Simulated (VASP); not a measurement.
# EuO (Fm-3m) in VASP: a series of runs, part 2 of 3

VASP 6.6.1. The steps go on from the part before.

## 3. Single point, PBE+D4, collinear spin, ferromagnetic start

This run uses another cell than the first one, of 15.77 Å³/atom.

File INCAR:

```
ALGO = Normal
EDIFF = 1E-6
ENCUT = 600
GGA = PE
GGA_COMPAT = F
ISIF = 2
ISMEAR = -1
ISPIN = 2
IVDW = 13
LASPH = T
LCHARG = T
LELF = T
LMAXMIX = 6
LORBIT = 11
LREAL = F
LVHAR = T
LWAVE = F
MAGMOM = 9.1 0
NBANDS = 22
NELM = 200
PREC = Accurate
SIGMA = 0.1
```

File KPOINTS:

```
k-points
0
Gamma
  8 8 8
```

File POSCAR:

```
EuO
1.0
    3.5464385542      0.0000000000      0.0000000000
    1.7732192771      3.0713058809      0.0000000000
    1.7732192771      1.0237686270      2.8956549540
Eu O
1 1
Direct
    0.0000000000      0.0000000000      0.0000000000
    0.5000000000      0.5000000000      0.5000000000
```

Potentials or basis: VASP PAW PBE potentials, release 64 (Eu, O).

The run is started by

```bash
$ cat potpaw_PBE.64/Eu/POTCAR potpaw_PBE.64/O/POTCAR > POTCAR
$ mpirun -np 1 vasp_std > vasp.out
```

Run time: 33 s. Hardware: 1 thread of Intel Xeon 6975P-C (Granite Rapids), shared host; peak memory 0.21 GiB.

Results (log left out):

* Free energy: -22.5677 eV
* Pressure: -0.3 GPa
* Net moment: 6.90 μB per cell
* Site moments: Eu +6.54; O -0.09 μB
* Valence electrons inside the program's atomic spheres: Eu 14.84; O 4.97
* Dispersion energy per atom: -0.253 eV

Levels at points of the mesh, in eV from the Fermi level:
Spin up:
```tsv
k point	band 13	band 14	band 15	band 16	band 17	band 18
(0.00, 0.00, 0.00)	-0.12	-0.04	-0.04	-0.04	1.52	1.52
(0.50, 0.00, 0.00)	-0.44	-0.42	-0.39	2.31	4.52	4.52
(0.50, 0.50, 0.00)	-0.54	-0.45	-0.16	-0.16	3.72	5.96
```
Spin down:
| k point | band 4 | band 5 | band 6 | band 7 | band 8 | band 9 | band 10 | band 11 | band 12 | band 13 |
| --- | --- | --- | --- | --- | --- | --- | --- | --- | --- | --- |
| (0.00, 0.00, 0.00) | -17.63 | -17.63 | -4.06 | -4.06 | -4.06 | 0.96 | 2.62 | 2.62 | 2.62 | 3.43 |
| (0.50, 0.00, 0.00) | -17.74 | -16.32 | -6.18 | -5.26 | -5.26 | 3.11 | 3.51 | 3.93 | 3.93 | 4.35 |
| (0.50, 0.50, 0.00) | -18.15 | -18.15 | -3.93 | -3.93 | -3.92 | -0.56 | 3.99 | 4.06 | 4.20 | 4.20 |

Caveat: spin-orbit coupling is left out, which moves the levels of the heavy elements; a cell with one magnetic atom can't hold antiferromagnetic order, which such compounds often take; semilocal functionals describe open f shells poorly, which spoils levels, moments and volumes. The state reached can hang on the start; a lower one may exist.

## 4. Single point, RPBE, collinear spin, ferromagnetic start

This run uses another cell than the first one, of 16.90 Å³/atom.

File INCAR:

```
SYSTEM = EuO
PREC = Accurate
ENCUT = 600
EDIFF = 1E-6
ISMEAR = -1
SIGMA = 0.1
LREAL = .False.
LASPH = .True.
NELM = 200
ALGO = Normal
ISIF = 2
LWAVE = .False.
LCHARG = .False.
ISPIN = 2
MAGMOM = 9.1 0
LORBIT = 11
LMAXMIX = 6
GGA = RP
NBANDS = 22
GGA_COMPAT = .False.
```

File KPOINTS:

```
regular mesh
0
Gamma
  8 8 8
  0 0 0
```

File POSCAR:

```
EuO
1.0
    3.6291420020      0.0000000000      0.0000000000
    1.8145710010      3.1429291677      0.0000000000
    1.8145710010      1.0476430559      2.9631820364
Eu O
1 1
Direct
    0.0000000000      0.0000000000      0.0000000000
    0.5000000000      0.5000000000      0.5000000000
```

Potentials or basis: VASP PAW PBE potentials, release 64 (Eu, O).

The run is started by

```bash
$ cat potpaw_PBE.64/Eu/POTCAR potpaw_PBE.64/O/POTCAR > POTCAR
$ mpirun -np 1 vasp_std > vasp.out
```

OUTCAR:

```text
SYSTEM = EuO
   PREC = Accurate
   ENCUT = 600
   EDIFF = 1E-6
   ISMEAR = -1
   LREAL = .False.
   LASPH = .True.
   NELM = 200
   ISIF = 2
   ISPIN = 2
   LORBIT = 11
   GGA = RP

 ion  position               nearest neighbor table
   1  0.000  0.000  0.000-   2 2.57   2 2.57   2 2.57   2 2.57   2 2.57   2 2.57
   2  0.500  0.500  0.500-   1 2.57   1 2.57   1 2.57   1 2.57   1 2.57   1 2.57

  LATTYP: Found a face centered cubic cell.
 ALAT       =     5.1323818390

  Lattice vectors:

 A1 = (   3.6291420020,   0.0000000000,   0.0000000000)
 A2 = (   1.8145710010,   3.1429291677,   0.0000000000)
 A3 = (   1.8145710010,   1.0476430559,   2.9631820364)

Analysis of symmetry for initial positions (statically):
=====================================================================
 Subroutine PRICEL returns:
 Original cell was already a primitive cell.

 Routine SETGRP: Setting up the symmetry group for a
 face centered cubic supercell.

 Subroutine GETGRP returns: Found 48 space group operations
 (whereof 48 operations were pure point group operations)
 out of a pool of 48 trial point group operations.

The static configuration has the point symmetry O_h .

Analysis of symmetry for dynamics (positions and initial velocities):
=====================================================================
 Subroutine PRICEL returns:
 Original cell was already a primitive cell.

 Routine SETGRP: Setting up the symmetry group for a
 face centered cubic supercell.

 Subroutine GETGRP returns: Found 48 space group operations
 (whereof 48 operations were pure point group operations)
 out of a pool of 48 trial point group operations.

The dynamic configuration has the point symmetry O_h .

Analysis of structural, dynamic, and magnetic symmetry:
=====================================================================
 Subroutine PRICEL returns:
[... 143 lines left out ...]
 maximum number of plane-waves:      1158
 NGX is ok and might be reduce to    30
   NGX = 15   NGY = 15   NGZ = 15

 number of electron      23.0000000 magnetization       6.9746609

 Free energy of the ion-electron system (eV)
  ---------------------------------------------------
  ext. energy  EPLUGINS =         0.00000000
  ---------------------------------------------------
  free energy    TOTEN  =       -21.35971455 eV

  energy without entropy =      -21.31134630  energy(sigma->0) =      -21.33553042

 E-fermi :   5.0203     XC(G=0): -10.6792

 val. band max:        4.9504875387   @ k =   0.5000   0.3750  -0.0000
 cond. band min:       5.0880450770   @ k =   0.3750   0.3750  -0.0000
 fundamental gap:      0.1375575383
 Fermi energy:         5.0203089752

 spin component 1

 k-point     1 :       0.0000    0.0000    0.0000
  band No.  band energies     occupation
      1     -36.7052      1.00000
      2     -15.0891      1.00000
      3     -15.0891      1.00000
      4     -15.0891      1.00000
      5     -13.9395      1.00000
      6       1.0268      1.00000
[... 589 lines left out ...]
     21      13.8390      0.00000
     22      14.2304      0.00000

 [... further k-points ...]

 spin component 2

 k-point     1 :       0.0000    0.0000    0.0000
  band No.  band energies     occupation
      1     -33.5887      1.00000
      2     -14.0403      1.00000
      3     -12.7748      1.00000
      4     -12.7748      1.00000
      5     -12.7748      1.00000
      6       1.0805      1.00000
[... 589 lines left out ...]
     21      15.4011      0.00000
     22      15.6245      0.00000

 [... further k-points ...]
[... 5 lines left out ...]
  --------------------------------------------------------------------------------------
  -------------------------------------------------------------------------------------
  Total       -0.0734493     -0.0734493     -0.0734493      0.0000000      0.0000000      0.0000000
  in kB       -3.4817784     -3.4817784     -3.4817784      0.0000000      0.0000000      0.0000000
  external PRESSURE =      -3.4817784 kB  Pullay stress =       0.0000000 kB

 VOLUME and BASIS-vectors are now :
 -----------------------------------------------------------------------------
  energy-cutoff  :      600.00
  volume of cell :       33.80
      direct lattice vectors                 reciprocal lattice vectors
     3.629142002  0.000000000  0.000000000     0.275547223 -0.159087263 -0.112491683
     1.814571001  3.142929168  0.000000000     0.000000000  0.318174527 -0.112491683
     1.814571001  1.047643056  2.963182036     0.000000000  0.000000000  0.337475048

 POSITION                                       TOTAL-FORCE (eV/Angst)
 -----------------------------------------------------------------------------------
      0.00000      0.00000      0.00000         0.000000      0.000000      0.000000
      3.62914      2.09529      1.48159        -0.000000     -0.000000      0.000000
 -----------------------------------------------------------------------------------
    total drift:                                0.000000      0.000000     -0.000000

  FREE ENERGIE OF THE ION-ELECTRON SYSTEM (eV)
  ---------------------------------------------------
  free  energy   TOTEN  =       -21.3597145471 eV

  energy  without entropy=      -21.3113462991  energy(sigma->0) =      -21.33553042

 total charge

# of ion       s       p       d       f       tot
--------------------------------------------------
    1        2.033   5.787   0.394   6.616  14.830
    2        1.556   3.406   0.000   0.000   4.963
--------------------------------------------------
tot          3.590   9.193   0.394   6.616  19.793

 magnetization (x)

# of ion       s       p       d       f       tot
--------------------------------------------------
    1       -0.013  -0.111   0.148   6.565   6.589
    2       -0.004  -0.102   0.000   0.000  -0.106
--------------------------------------------------
tot         -0.017  -0.213   0.148   6.565   6.483
```

OSZICAR:

```text
N       E                     dE             d eps       ncg     rms          rms(c)
DAV:   1     0.157530080625E+03    0.15753E+03   -0.97838E+03  3606   0.542E+03
DAV:   2     0.141909472468E+01   -0.15611E+03   -0.13375E+03  3498   0.442E+02
DAV:   3    -0.171544005231E+02   -0.18573E+02   -0.18083E+02  3522   0.120E+02
DAV:   4    -0.195609662272E+02   -0.24066E+01   -0.23821E+01  4860   0.268E+01
DAV:   5    -0.196261199285E+02   -0.65154E-01   -0.65102E-01  3944   0.636E+00    0.270E+01
DAV:   6    -0.215354620466E+02   -0.19093E+01   -0.95348E+00  3916   0.538E+01    0.226E+01
DAV:   7    -0.213517021138E+02    0.18376E+00   -0.41502E+00  3984   0.523E+01    0.161E+01
DAV:   8    -0.213587468801E+02   -0.70448E-02   -0.66544E-01  3580   0.132E+01    0.101E+01
DAV:   9    -0.213808100959E+02   -0.22063E-01   -0.31745E-01  4168   0.925E+00    0.570E+00
DAV:  10    -0.213607646632E+02    0.20045E-01   -0.47516E-02  3874   0.312E+00    0.216E+00
DAV:  11    -0.213593992625E+02    0.13654E-02   -0.11107E-02  4244   0.182E+00    0.698E-01
DAV:  12    -0.213598482294E+02   -0.44897E-03   -0.17632E-03  4540   0.374E-01    0.572E-01
DAV:  13    -0.213596456303E+02    0.20260E-03   -0.22451E-04  4402   0.155E-01    0.377E-01
DAV:  14    -0.213597310562E+02   -0.85426E-04   -0.22331E-04  3806   0.127E-01    0.249E-01
DAV:  15    -0.213597170547E+02    0.14001E-04   -0.20093E-05  4212   0.554E-02    0.118E-01
DAV:  16    -0.213597148721E+02    0.21827E-05   -0.68281E-06  3410   0.269E-02    0.487E-02
DAV:  17    -0.213597145471E+02    0.32499E-06   -0.64524E-07  2276   0.220E-02
   1 F= -.21359715E+02 E0= -.21335530E+02  d E =-.483682E-01  mag=     6.9748
```

stdout:

```text
POSCAR found type information on POSCAR EuO
 POSCAR found :  2 types and       2 ions
 scaLAPACK will be used
 -----------------------------------------------------------------------------
|                                                                             |
|                                                                             |
|     You enforced a specific xc type in the INCAR file but a different       |
|     I HOPE YOU KNOW WHAT YOU ARE DOING!                                     |
|                                                                             |
 -----------------------------------------------------------------------------

 LDA part: xc-table for (Slater+PW92), standard interpolation
 POSCAR, INCAR and KPOINTS ok, starting setup
 FFT: planning ... GRIDC
 FFT: planning ... GRID_SOFT
 FFT: planning ... GRID
 WAVECAR not read
 entering main loop
```

It took 46 s on 1 thread of Intel Xeon 6975P-C (Granite Rapids), shared host; peak memory 0.22 GiB.

Results:

| Item | Value |
| --- | --- |
| Free energy | -21.3597 eV |
| Pressure | -0.3 GPa |
| Band gap on the k mesh | zero (filled and empty bands overlap) |
| Net moment | 6.97 μB per cell |
| Site moments | Eu +6.59; O -0.11 μB |
| Valence electrons inside the program's atomic spheres | Eu 14.83; O 4.96 |

Levels at points of the mesh, in eV from the Fermi level:
Spin up:
| k point | band 11 | band 12 | band 13 | band 14 | band 15 | band 16 | band 17 | band 18 | band 19 | band 20 |
| --- | --- | --- | --- | --- | --- | --- | --- | --- | --- | --- |
| (0.00, 0.00, 0.00) | -0.42 | -0.42 | -0.42 | -0.11 | -0.11 | -0.11 | 1.51 | 1.51 | 1.51 | 3.76 |
| (0.50, 0.00, 0.00) | -0.66 | -0.45 | -0.45 | -0.45 | -0.41 | 2.13 | 4.24 | 4.24 | 4.61 | 7.52 |
| (0.50, 0.50, 0.00) | -0.57 | -0.54 | -0.54 | -0.47 | -0.22 | -0.22 | 3.31 | 5.61 | 6.45 | 6.45 |
Spin down:
| k point | band 4 | band 5 | band 6 | band 7 | band 8 | band 9 | band 10 | band 11 | band 12 | band 13 |
| --- | --- | --- | --- | --- | --- | --- | --- | --- | --- | --- |
| (0.00, 0.00, 0.00) | -17.80 | -17.80 | -3.94 | -3.94 | -3.94 | 0.80 | 2.71 | 2.71 | 2.71 | 3.62 |
| (0.50, 0.00, 0.00) | -17.89 | -16.62 | -5.87 | -5.00 | -5.00 | 3.06 | 3.65 | 4.06 | 4.06 | 4.44 |
| (0.50, 0.50, 0.00) | -18.21 | -18.21 | -3.96 | -3.89 | -3.89 | -0.20 | 4.10 | 4.18 | 4.30 | 4.30 |

Caveat: the PAW data sets were made with another functional, which shifts forces and pressure a little; spin-orbit coupling is left out, which moves the levels of the heavy elements; a cell with one magnetic atom can't hold antiferromagnetic order, which such compounds often take; semilocal functionals describe open f shells poorly, which spoils levels, moments and volumes.

[end of part 2 of 3]

The gap in the log of VASP goes by the Fermi energy; the results here count the filled bands.